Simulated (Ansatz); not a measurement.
Te$_{2}$Mo: do energies and stresses tell the same story?

Theory: DFT PBE+D3(BJ), scalar-relativistic, plane waves, PAW (Ansatz).

Plane waves to 420 eV, a k mesh through Γ of 9×9×4 on the computed 3-atom cell and Gaussian smearing (0.02 eV); no spin polarisation.

Relaxed cell: P-6m2, a = 3.495 Å, b = 3.495 Å, c = 7.624 Å, α = 90.00°, β = 90.00°, γ = 120.00°, 3 atoms in the primitive cell. This form isn't the usual stable structure of the compound.

Energies at zero smearing and pressures from the stress tensor, at volumes with shape and atoms relaxed:
```json
{"V (Å³/atom)": "23.660", "E − E(first) (meV/atom)": "0.00", "P (GPa)": "7.39"}
{"V (Å³/atom)": "24.466", "E − E(first) (meV/atom)": "-30.54", "P (GPa)": "4.82"}
{"V (Å³/atom)": "25.273", "E − E(first) (meV/atom)": "-49.42", "P (GPa)": "2.76"}
{"V (Å³/atom)": "26.080", "E − E(first) (meV/atom)": "-59.15", "P (GPa)": "1.17"}
{"V (Å³/atom)": "26.886", "E − E(first) (meV/atom)": "-61.93", "P (GPa)": "-0.01"}
{"V (Å³/atom)": "27.693", "E − E(first) (meV/atom)": "-59.77", "P (GPa)": "-0.80"}
{"V (Å³/atom)": "28.499", "E − E(first) (meV/atom)": "-54.43", "P (GPa)": "-1.26"}
{"V (Å³/atom)": "29.575", "E − E(first) (meV/atom)": "-44.90", "P (GPa)": "-1.54"}
```

Question: Check P = −dE/dV between neighbouring volumes, and get the bulk modulus from the pressures alone.

Answer: With 1 eV/Å³ = 160.2 GPa:
| middle V (Å³/atom) | −ΔE/ΔV (GPa) | mean P (GPa) |
| --- | --- | --- |
| 24.063 | 6.066 | 6.107 |
| 24.870 | 3.751 | 3.792 |
| 25.676 | 1.932 | 1.966 |
| 26.483 | 0.553 | 0.583 |
| 27.290 | -0.430 | -0.404 |
| 28.096 | -1.061 | -1.030 |
| 29.037 | -1.419 | -1.397 |

The two differ by 0.04 GPa at most. The mean of two end pressures misses the average over a step by about ΔV² P″/12, up to 0.04 GPa here; with that taken off 0.01 GPa remains. Around V = 26.886 Å³/atom, the two neighbours give B = −V ΔP/ΔV = 26.886 × 1.97 / 1.613 = 32.9 GPa, against B0 = 30.9 GPa from the Birch–Murnaghan fit of the energies, which describes these points poorly (B0' = 11.1).